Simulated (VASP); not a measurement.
# Input and output of a VASP r²SCAN single-point calculation on C (strained diamond)

INCAR

```
SIGMA = 0.01
NBANDS = 11
NELM = 120
EDIFF = 1E-7
ISMEAR = 0
METAGGA = R2SCAN
LASPH = .TRUE.
NSW = 0
ISIF = 2
IBRION = -1
LCHARG = .FALSE.
ALGO = Normal
LREAL = .FALSE.
LWAVE = .FALSE.
ENCUT = 520
PREC = Accurate
```

KPOINTS

```
KPOINTS created by Atomic Simulation Environment
0
Gamma
12 12 12
0 0 0
```

KPOINTS_OPT

```
special points
7
Reciprocal
0.0000000000 0.0000000000 0.0000000000 1
0.5000000000 0.0000000000 0.5000000000 1
0.6250000000 0.2500000000 0.6250000000 1
0.3750000000 0.3750000000 0.7500000000 1
0.5000000000 0.5000000000 0.5000000000 1
0.5000000000 0.2500000000 0.7500000000 1
0.3500000000 0.0000000000 0.3500000000 1
```

POSCAR

```
C
 1.0000000000000000
     0.0000000000000000    1.7801241423000000    1.7979253837000000
     1.7801241423000000    0.0000000000000000    1.7979253837000000
     1.7801241423000000    1.7801241423000000    0.0000000000000000
 C
   2
Cartesian
  0.0000000000000000  0.0000000000000000  0.0000000000000000
  0.8900620711500000  0.8900620711500000  0.8989626918500000
```

VASP ran with the recommended PBE PAW datasets (8 valence electrons in the cell).

From OUTCAR

```
k-points           NKPTS =    163   k-points in BZ     NKDIM =    163   number of bands    NBANDS=     11

   NELECT =       8.0000    total number of electrons

   dimension x,y,z NGX =    20 NGY =   20 NGZ =   20
   dimension x,y,z NGXF=    40 NGYF=   40 NGZF=   40

  energy-cutoff  :      520.00
  volume of cell :       11.39
      direct lattice vectors                 reciprocal lattice vectors
     0.000000000  1.780124142  1.797925384    -0.280879287  0.280879287  0.278098304
     1.780124142  0.000000000  1.797925384     0.280879287 -0.280879287  0.278098304
     1.780124142  1.780124142  0.000000000     0.280879287  0.280879287 -0.278098304

 k-points in reciprocal lattice and weights: KPOINTS created by Atomic Simulation Env
   0.00000000  0.00000000  0.00000000       0.001
   0.08333333  0.00000000  0.00000000       0.005
   0.16666667  0.00000000  0.00000000       0.005
   0.25000000  0.00000000  0.00000000       0.005
   0.33333333  0.00000000  0.00000000       0.005
   0.41666667  0.00000000  0.00000000       0.005
   0.50000000  0.00000000  0.00000000       0.002
   0.08333333  0.08333333  0.00000000       0.001
   ...

 E-fermi :   9.8670

 k-point     1 :       0.0000    0.0000    0.0000
  band No.  band energies     occupation
      1     -12.9854      2.00000
      2       9.5423      2.00000
      3       9.7008      2.00000
      4       9.7008      2.00000
      5      15.4278      0.00000
      6      15.4278      0.00000
      7      15.5608      0.00000
      8      23.3567      0.00000
      9      29.9810      0.00000
     10      36.7047      0.00000
     11      37.2543      0.00000

 k-point     2 :       0.0833    0.0000    0.0000
  band No.  band energies     occupation
      1     -12.7851      2.00000
      2       8.3317      2.00000
      3       9.2539      2.00000
      4       9.3600      2.00000
      5      15.8810      0.00000
      6      15.9425      0.00000
      7      16.2544      0.00000
      8      23.5645      0.00000
      9      30.3249      0.00000
     10      34.7250      0.00000
     11      35.1420      0.00000

 k-point     3 :       0.1667    0.0000    0.0000
  band No.  band energies     occupation
      1     -12.1868      2.00000
      2       5.6520      2.00000
      3       8.4994      2.00000
      4       8.6248      2.00000
      5      16.8675      0.00000
      6      16.9028      0.00000
      7      17.3811      0.00000
      8      24.1638      0.00000
      9      31.0417      0.00000
     10      33.1532      0.00000
     11      33.4546      0.00000

 k-point     4 :       0.2500    0.0000    0.0000
  band No.  band energies     occupation
      1     -11.2002      2.00000
      2       2.6655      2.00000
      3       7.7236      2.00000
      4       7.8710      2.00000
      5      17.7546      0.00000
      6      17.7961      0.00000
      7      18.1445      0.00000
      8      24.9983      0.00000
      9      31.4708      0.00000
     10      32.8248      0.00000
     11      32.9864      0.00000

 k-point     5 :       0.3333    0.0000    0.0000
  band No.  band energies     occupation
      1      -9.8506      2.00000
      2      -0.2463      2.00000
      3       7.1071      2.00000
      4       7.2751      2.00000
      5      18.1970      0.00000
      6      18.3348      0.00000
      7      18.5744      0.00000
      8      25.7596      0.00000
      9      31.7026      0.00000
     10      33.8041      0.00000
     11      33.8362      0.00000

 k-point     6 :       0.4167    0.0000    0.0000
  band No.  band energies     occupation
      1      -8.2294      2.00000
      2      -2.8469      2.00000
      3       6.7206      2.00000
      4       6.9028      2.00000
      5      18.3370      0.00000
      6      18.5184      0.00000
      7      18.7652      0.00000
      8      26.1894      0.00000
      9      32.2716      0.00000
     10      35.5780      0.00000
     11      35.5839      0.00000

 k-point     7 :       0.5000    0.0000    0.0000
  band No.  band energies     occupation
      1      -7.0641      2.00000
      2      -4.3444      2.00000
      3       6.5897      2.00000
      4       6.7770      2.00000
      5      18.3578      0.00000
      6      18.5475      0.00000
      7      18.8167      0.00000
      8      26.3026      0.00000
      9      32.7878      0.00000
     10      35.0427      0.00000
     11      36.7431      0.00000

 k-point     8 :       0.0833    0.0833    0.0000
  band No.  band energies     occupation
      1     -12.7218      2.00000
      2       8.7347      2.00000
      3       8.7347      2.00000
      4       8.8672      2.00000
      5      15.3654      0.00000
      6      16.6403      0.00000
      7      16.6403      0.00000
      8      23.5388      0.00000
      9      30.4399      0.00000
     10      32.5544      0.00000
     11      37.5898      0.00000

 k-point     9 :       0.1667    0.0833    0.0000
  band No.  band energies     occupation
      1     -12.2597      2.00000
      2       6.5710      2.00000
      3       7.8930      2.00000
      4       8.5650      2.00000
      5      15.6867      0.00000
      6      17.7799      0.00000
      7      17.7878      0.00000
      8      23.6968      0.00000
      9      31.0182      0.00000
     10      31.1413      0.00000
     11      36.1340      0.00000

 k-point    10 :       0.2500    0.0833    0.0000
  band No.  band energies     occupation
      1     -11.4057      2.00000
      2       3.7362      2.00000
      3       7.1428      2.00000
      4       7.8473      2.00000
      5      16.5888      0.00000
      6      18.6279      0.00000
      7      18.8087      0.00000
      8      24.0261      0.00000
      9      30.8696      0.00000
     10      31.7111      0.00000
     11      35.2141      0.00000

 k-point    11 :       0.3333    0.0833    0.0000
  band No.  band energies     occupation
      1     -10.1781      2.00000
      2       0.8296      2.00000
      3       6.6198      2.00000
      4       7.0452      2.00000
      5      17.3930      0.00000
      6      19.0817      0.00000
      7      19.3620      0.00000
      8      24.6651      0.00000
      9      31.8197      0.00000
     10      31.9033      0.00000
     11      35.5412      0.00000

 k-point    12 :       0.4167    0.0833    0.0000
  band No.  band energies     occupation
      1      -8.6326      2.00000
      2      -1.8767      2.00000
      3       6.3613      2.00000
      4       6.3734      2.00000
      5      17.8606      0.00000
      6      19.2882      0.00000
      7      19.4265      0.00000
      8      25.5633      0.00000
      9      31.8329      0.00000
     10      33.6404      0.00000
     11      36.6962      0.00000

 k-point    13 :       0.5000    0.0833    0.0000
  band No.  band energies     occupation
      1      -7.1003      2.00000
      2      -3.9543      2.00000
      3       5.8878      2.00000
      4       6.4125      2.00000
      5      18.1680      0.00000
      6      19.2151      0.00000
      7      19.3515      0.00000
      8      26.2013      0.00000
      9      31.9969      0.00000
     10      35.0179      0.00000
     11      36.8260      0.00000

 k-point    14 :      -0.4167    0.0833    0.0000
  band No.  band energies     occupation
      1      -7.5180      2.00000
      2      -3.4304      2.00000
      3       5.6728      2.00000
      4       6.7226      2.00000
      5      18.4795      0.00000
      6      18.8944      0.00000
      7      19.3075      0.00000
      8      26.1836      0.00000
      9      31.9535      0.00000
     10      34.9520      0.00000
     11      35.3674      0.00000

 k-point    15 :      -0.3333    0.0833    0.0000
  band No.  band energies     occupation
      1      -9.1486      2.00000
      2      -1.0472      2.00000
      3       5.7422      2.00000
      4       7.2708      2.00000
      5      18.4515      0.00000
      6      18.7492      0.00000
      7      19.1389      0.00000
      8      25.5610      0.00000
      9      31.7966      0.00000
     10      32.7576      0.00000
     11      35.3409      0.00000

 k-point    16 :      -0.2500    0.0833    0.0000
  band No.  band energies     occupation
      1     -10.6047      2.00000
      2       1.7562      2.00000
      3       6.1037      2.00000
      4       7.9974      2.00000
      5      17.7527      0.00000
      6      18.7367      0.00000
      7      18.7499      0.00000
      8      24.7517      0.00000
      9      31.4933      0.00000
     10      31.7691      0.00000
     11      34.4511      0.00000

 ...

  Total       -0.0020706     -0.0020706     -0.7021208      0.0000000      0.0000000      0.0000000
  in kB       -0.2911454     -0.2911454    -98.7234243      0.0000000      0.0000000      0.0000000
  external PRESSURE =     -33.1019050 kB  Pullay stress =       0.0000000 kB

 POSITION                                       TOTAL-FORCE (eV/Angst)
 -----------------------------------------------------------------------------------
      0.00000      0.00000      0.00000        -0.000000     -0.000000      0.000000
      0.89006      0.89006      0.89896         0.000000      0.000000     -0.000000
 -----------------------------------------------------------------------------------
    total drift:                                0.000000      0.000000      0.000000

  FREE ENERGIE OF THE ION-ELECTRON SYSTEM (eV)
  ---------------------------------------------------
  free  energy   TOTEN  =       -19.6543354816 eV

  energy  without entropy=      -19.6543354816  energy(sigma->0) =      -19.65433548
```

- gap between bands v and c: 4.18 eV
- least direct gap: 5.73 eV
- pressure: -3.3 GPa

Band v is the last that the valence electrons fill when counted band by band, and c is the next.
